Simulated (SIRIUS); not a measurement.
Crystal: ZrC.

```xyz
2
Lattice="0.0000 2.3650 2.3650 2.3650 0.0000 2.3650 2.3650 2.3650 0.0000" Properties=species:S:1:pos:R:3 pbc="T T T"
Zr    2.3650    2.3650    2.3650
C     0.0000    0.0000    0.0000
```

Base run:

```yaml
Program: SIRIUS 7.10.0
Functional: PBE
Potentials_or_basis: PseudoDojo 0.4.1 PBE standard (scalar relativistic)
Cutoff: 1127 eV
Density_cutoff: 4507 eV
k_mesh: 10 × 10 × 10
Occupations: fermi-dirac, width 0.05 eV
Spin: no spin polarisation
Hubbard_terms: Zr d U = 2 eV
```

Its results: band gap on the k mesh none (metal or under the smearing width); pressure -0.1 GPa.

The run is repeated on the same cell with these changes: hubbard terms from Zr d U = 2 eV to none; hubbard projectors from orthogonalised atomic orbitals to none; start of the occupations from the program's own to none. What comes out?

Band gap on the k mesh none (metal or under the smearing width); pressure -2.8 GPa.

Caveats: U without spin polarisation on a metal has little footing (some runs); the U is typed as a test and isn't derived for this compound (some runs).
